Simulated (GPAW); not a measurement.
A run of GPAW 26.7.0 is set up as follows.

Contents of run.py:

```python
from ase import Atoms
from ase.dft.bandgap import bandgap
from ase.io import write
from ase.units import GPa
from gpaw import GPAW, PW

atoms = Atoms(['Ti'],
              cell=[[-1.641, 1.641, 1.641],
                    [1.641, -1.641, 1.641],
                    [1.641, 1.641, -1.641]],
              scaled_positions=[[0.0, 0.0, 0.0]],
              pbc=True)

calc = GPAW(mode=PW(600),
            xc='PBE',
            kpts={'size': (11, 11, 11), 'gamma': True},
            occupations={'name': 'methfessel-paxton', 'order': 0, 'width': 0.028000000000000004},
            nbands=14,
            convergence={'density': 1e-05, 'energy': 1e-05},
            maxiter=150,
            txt='gpaw.txt')
atoms.calc = calc
energy = atoms.get_potential_energy()
forces = atoms.get_forces()
stress = atoms.get_stress()
calc.write('gs.gpw')
write('result.traj', atoms)
print(f'Energy: {energy:.6f} eV')
print('Forces (eV/A):')
print(forces.round(4))
print('Stress (GPa):', (stress / GPa).round(3))
print('Fermi level:', round(calc.get_fermi_level(), 4), 'eV')
print(f'Gap: {bandgap(calc)[0]:.4f} eV, direct: {bandgap(calc, direct=True)[0]:.4f} eV')
```

Potentials or basis: GPAW PAW data sets (gpaw-data 1.2.1), pw.

Command:

```bash
$ OMP_NUM_THREADS=1 python run.py
```

Question: Predict the pressure.

Answer: -3.4 GPa.

Question: Predict the band gap on the k mesh.

Answer: None (metal or under the smearing width).
